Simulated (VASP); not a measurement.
# Si (Fd-3m) in VASP: settings compared, part 2 of 2

VASP 6.6.1. The steps go on from the part before.

## Step 6: Electrostatic potential, PBE

This run uses another cell than the first one, of 20.03 Å³/atom, 0.995 times its volume.

Input file INCAR:

```
SYSTEM = Si
ALGO = Normal
EDIFF = 1E-6
ENCUT = 520
GGA = PE
ISIF = 2
ISMEAR = 0
LASPH = .True.
LCHARG = .True.
LREAL = .False.
LVHAR = .True.
LWAVE = .False.
NELM = 80
PREC = Accurate
SIGMA = 0.02
```

Input file KPOINTS:

```
k-points
0
Gamma
  10 10 10
  0 0 0
```

Input file POSCAR:

```
Si                                      
1.0
    0.0000000000      2.7156083097      2.7156083097
    2.7156083097     -0.0000000000      2.7156083097
    2.7156083097      2.7156083097     -0.0000000000
  Si            
     2
Direct
     0.0000000000000000    0.0000000000000000    0.0000000000000000
     0.2500000000000000    0.2500000000000000    0.2500000000000000
```

Potentials or basis: VASP PAW PBE potentials, release 64 (Si).

Launch:

```sh
$ cat potpaw_PBE.64/Si/POTCAR > POTCAR
$ mpirun -np 1 vasp_std > vasp.out
```

OUTCAR:

```text
SYSTEM = Si
   EDIFF = 1E-6
   ENCUT = 520
   GGA = PE
   ISIF = 2
   ISMEAR = 0
   LASPH = .True.
   LREAL = .False.
   NELM = 80
   PREC = Accurate

 ion  position               nearest neighbor table
   1  0.000  0.000  0.000-   2 2.35   2 2.35   2 2.35   2 2.35
   2  0.250  0.250  0.250-   1 2.35   1 2.35   1 2.35   1 2.35

  LATTYP: Found a face centered cubic cell.
 ALAT       =     5.4312166194

  Lattice vectors:

 A1 = (   0.0000000000,   2.7156083097,   2.7156083097)
 A2 = (   2.7156083097,   0.0000000000,   2.7156083097)
 A3 = (   2.7156083097,   2.7156083097,   0.0000000000)

Analysis of symmetry for initial positions (statically):
=====================================================================
 Subroutine PRICEL returns:
 Original cell was already a primitive cell.

 Routine SETGRP: Setting up the symmetry group for a
 face centered cubic supercell.

 Subroutine GETGRP returns: Found 48 space group operations
 (whereof 24 operations were pure point group operations)
 out of a pool of 48 trial point group operations.

The static configuration has the point symmetry T_d .
 The point group associated with its full space group is O_h .

Analysis of symmetry for dynamics (positions and initial velocities):
=====================================================================
 Subroutine PRICEL returns:
 Original cell was already a primitive cell.

 Routine SETGRP: Setting up the symmetry group for a
 face centered cubic supercell.

 Subroutine GETGRP returns: Found 48 space group operations
 (whereof 24 operations were pure point group operations)
 out of a pool of 48 trial point group operations.

The dynamic configuration has the point symmetry T_d .
 The point group associated with its full space group is O_h .

 Subroutine INISYM returns: Found 48 space group operations
 (whereof 24 operations are pure point group operations),
 and found     1 'primitive' translations

----------------------------------------------------------------------------------------

                                     Primitive cell

  volume of cell :      40.0527

  direct lattice vectors                    reciprocal lattice vectors
     0.000000000  2.715608310  2.715608310    -0.184120809  0.184120809  0.184120809
     2.715608310  0.000000000  2.715608310     0.184120809 -0.184120809  0.184120809
     2.715608310  2.715608310  0.000000000     0.184120809  0.184120809 -0.184120809

  length of vectors
     3.840450102  3.840450102  3.840450102     0.318906597  0.318906597  0.318906597

  position of ions in fractional coordinates (direct lattice)
     0.000000000  0.000000000  0.000000000
     0.250000000  0.250000000  0.250000000

  ion indices of the primitive-cell ions
   primitive index   ion index
                 1           1
                 2           2

----------------------------------------------------------------------------------------

 KPOINTS: k-points

Automatic generation of k-mesh.
 Grid dimensions read from file:
 generate k-points for:   10   10   10

 Generating k-lattice:

  Cartesian coordinates                     Fractional coordinates (reciprocal lattice)
    -0.018412081  0.018412081  0.018412081     0.100000000  0.000000000  0.000000000
     0.018412081 -0.018412081  0.018412081     0.000000000  0.100000000  0.000000000
     0.018412081  0.018412081 -0.018412081     0.000000000  0.000000000  0.100000000

  Length of vectors
     0.031890660  0.031890660  0.031890660

  Shift w.r.t. Gamma in fractional coordinates (k-lattice)
     0.000000000  0.000000000  0.000000000

 Subroutine IBZKPT returns following result:
 ===========================================

 Found     47 irreducible k-points:

 Following reciprocal coordinates:
            Coordinates               Weight
  0.000000  0.000000  0.000000      1.000000
  0.100000  0.000000  0.000000      8.000000
  0.200000  0.000000  0.000000      8.000000
  0.300000  0.000000  0.000000      8.000000
  0.400000  0.000000  0.000000      8.000000
  0.500000  0.000000  0.000000      4.000000
[... 16 lines left out ...]
  0.300000  0.300000  0.000000      6.000000
  0.400000  0.300000  0.000000     24.000000
 [... further k-points ...]
   k-points           NKPTS =     47   k-points in BZ     NKDIM =     47   number of bands    NBANDS=      8
   number of dos      NEDOS =    301   number of ions     NIONS =      2
   total plane-waves  NPLWV =  27000
   dimension x,y,z NGX =    30 NGY =   30 NGZ =   30
   dimension x,y,z NGXF=    60 NGYF=   60 NGZF=   60
   ions per type =               2
   NGX,Y,Z   is equivalent  to a cutoff of  12.99, 12.99, 12.99 a.u.
   NGXF,Y,Z  is equivalent  to a cutoff of  25.97, 25.97, 25.97 a.u.
 SYSTEM =  Si
   PREC   = accura    normal or accurate (medium, high low for compatibility)
   ISTART =      0    job   : 0-new  1-cont  2-samecut
   ICHARG =      2    charge: 1-file 2-atom 10-const
   ISPIN  =      1    spin polarized calculation?
   LNONCOLLINEAR =      F non collinear calculations
   LSORBIT =      F    spin-orbit coupling
   LASPH  =      T    aspherical Exc in radial PAW
   ENCUT  =  520.0 eV  38.22 Ry    6.18 a.u.   7.14  7.14  7.14*2*pi/ulx,y,z
   NELM   =     80;   NELMIN=  2; NELMDL= -5     # of ELM steps
   EDIFF  = 0.1E-05   stopping-criterion for ELM
   LREAL  =      F    real-space projection
   EDIFFG = 0.1E-04   stopping-criterion for IOM
   NSW    =      0    number of steps for IOM
   IBRION =     -1    ionic relax: 0-MD 1-quasi-New 2-CG
   NFREE  =      0    steps in history (QN), initial steepest desc. (CG)
   ISIF   =      2    stress and relaxation
   ISYM   =      2    0-nonsym 1-usesym 2-fastsym
   POTIM  = 0.5000    time-step for ionic-motion
   TEBEG  =    0.0;   TEEND  =   0.0 temperature during run
   PSTRESS=    0.0 pullay stress
   NELECT =       8.0000    total number of electrons
   NUPDOWN=      -1.0000    fix difference up-down
   EMIN   =  10.00;   EMAX   =-10.00  energy-range for DOS
   EFERMI =   0.00;   METHOD = LEGACY
   ISMEAR =     0;   SIGMA  =   0.02  broadening in eV -4-tet -1-fermi 0-gaus
   EFERMI_NEDOS =   21; number of points for ismear=-14 and -15
   IALGO  =     38    algorithm
   IMIX   =      4    mixing-type and parameters
     AMIX     =   0.40;   BMIX     =  1.00
     AMIX_MAG =   1.60;   BMIX_MAG =  1.00
  volume/ion in A,a.u.               =      20.03       135.14
  Fermi-wavevector in a.u.,A,eV,Ry     =   0.956961  1.808395 12.459874  0.915775
  Thomas-Fermi vector in A             =   2.085936
   LORBIT       =      0    0 simple, 1 ext, 2 COOP (PROOUT), +10 PAW based schemes
   GGA     = PE    functional components
   LHFCALC =     F    Hartree Fock is set to
   AEXX    =    0.0000 exact exchange contribution
   IVDW    =     0    specifies the selected vdW correction
   LEPSILON=     F    determine dielectric tensor
   LRPA    =     F    only Hartree local field effects (RPA)
 non-spin polarized calculation
 Gauss-broadening in eV      SIGMA  =   0.02
  energy-cutoff  :      520.00
  volume of cell :       40.05
 maximum number of plane-waves:      1091
 NGX is ok and might be reduce to    30
   NGX = 15   NGY = 15   NGZ = 15

 number of electron       8.0000000 magnetization

 Free energy of the ion-electron system (eV)
  ---------------------------------------------------
  ext. energy  EPLUGINS =         0.00000000
  ---------------------------------------------------
  free energy    TOTEN  =       -10.84428065 eV

  energy without entropy =      -10.84428065  energy(sigma->0) =      -10.84428065

 E-fermi :   5.9565     XC(G=0):  -9.4081

 val. band max:        5.8228805221   @ k =   0.0000   0.0000   0.0000
 cond. band min:       6.4051588938   @ k =   0.4000   0.4000   0.0000
 fundamental gap:      0.5822783717
 Fermi energy:         5.9564789959

 k-point     1 :       0.0000    0.0000    0.0000
  band No.  band energies     occupation
      1      -6.1325      2.00000
      2       5.8229      2.00000
      3       5.8229      2.00000
      4       5.8229      2.00000
      5       8.3886      0.00000
      6       8.3886      0.00000
      7       8.3886      0.00000
      8       9.1933      0.00000
[... 243 lines left out ...]
 k-point    24 :       0.4000    0.3000    0.0000
  band No.  band energies     occupation
      1      -3.9708      2.00000
      2       0.4055      2.00000
      3       2.9708      2.00000
      4       3.3921      2.00000
      5       6.8744      0.00000
      6       8.0687      0.00000
      7      12.7789      0.00000
      8      12.8940      0.00000

 [... further k-points ...]

------------------------ aborting loop because EDIFF is reached ----------------------------------------

  FORCE on cell =-STRESS in cart. coord.  units (eV):
  Direction    XX          YY          ZZ          XY          YZ          ZX
  --------------------------------------------------------------------------------------
  -------------------------------------------------------------------------------------
  Total        0.4794700      0.4794700      0.4794700     -0.0000000      0.0000000      0.0000000
  in kB       19.1796464     19.1796464     19.1796464     -0.0000000      0.0000000      0.0000000
  external PRESSURE =      19.1796464 kB  Pullay stress =       0.0000000 kB

 VOLUME and BASIS-vectors are now :
 -----------------------------------------------------------------------------
  energy-cutoff  :      520.00
  volume of cell :       40.05
      direct lattice vectors                 reciprocal lattice vectors
     0.000000000  2.715608310  2.715608310    -0.184120809  0.184120809  0.184120809
     2.715608310  0.000000000  2.715608310     0.184120809 -0.184120809  0.184120809
     2.715608310  2.715608310  0.000000000     0.184120809  0.184120809 -0.184120809

 POSITION                                       TOTAL-FORCE (eV/Angst)
 -----------------------------------------------------------------------------------
      0.00000      0.00000      0.00000         0.000000     -0.000000     -0.000000
      1.35780      1.35780      1.35780        -0.000000      0.000000      0.000000
 -----------------------------------------------------------------------------------
    total drift:                               -0.000000     -0.000000     -0.000000

  FREE ENERGIE OF THE ION-ELECTRON SYSTEM (eV)
  ---------------------------------------------------
  free  energy   TOTEN  =       -10.8442806524 eV

  energy  without entropy=      -10.8442806524  energy(sigma->0) =      -10.84428065
```

Wall time 9.3 s (1 thread of AMD EPYC 9R45 (Zen 5), shared host); peak memory 0.13 GiB.

What came out:

```
Free energy            : -10.8443 eV
Pressure               : 1.9 GPa
Band gap on the k mesh : 0.58 eV, indirect (least direct gap 2.57 eV)
```

A k mesh can miss the band edges.

## Step 7: The runs side by side

```tsv
task	level	spin	cell	k mesh	cutoff (eV)	grid for exact exchange (PRECFOCK)	screening parameter	gap on the mesh (eV)	pressure (GPa)
relaxation of cell and atoms	r2SCAN+rVV10	off	relaxed	10 × 10 × 10	600	-	-	0.75	0.0
electrostatic potential	r2SCAN+rVV10	off	Fd-3m, 20.03 Å³/atom	10 × 10 × 10	520	-	-	0.75	0.0
electrostatic potential	HSE06	off	Fd-3m, 20.03 Å³/atom	6 × 6 × 6	520	Fast	0.2 1/A	1.31	0.2
electrostatic potential	PBE	non-collinear, zero start, SOC	Fd-3m, 20.03 Å³/atom	10 × 10 × 10	520	-	-	-	1.9
electrostatic potential	PBE	off	Fd-3m, 20.03 Å³/atom	10 × 10 × 10	520	-	-	0.58	1.9
```

Alike in all rows: potentials or basis VASP PAW PBE potentials, release 64 (Si); smearing gaussian 0.02 eV.

On the cell as given the gap runs from 0.58 eV (PBE) to 1.31 eV (HSE06); the meshes differ, which moves gaps too. The pressure there spans 0.0 GPa (r2SCAN+rVV10) to 1.9 GPa (PBE); a positive pressure means that this level wants a larger cell, a negative one a smaller.

Caveats: the PAW data sets were made with another functional, which shifts forces and pressure a little (some runs).

Absolute energies hang on the potentials; compare differences alone.
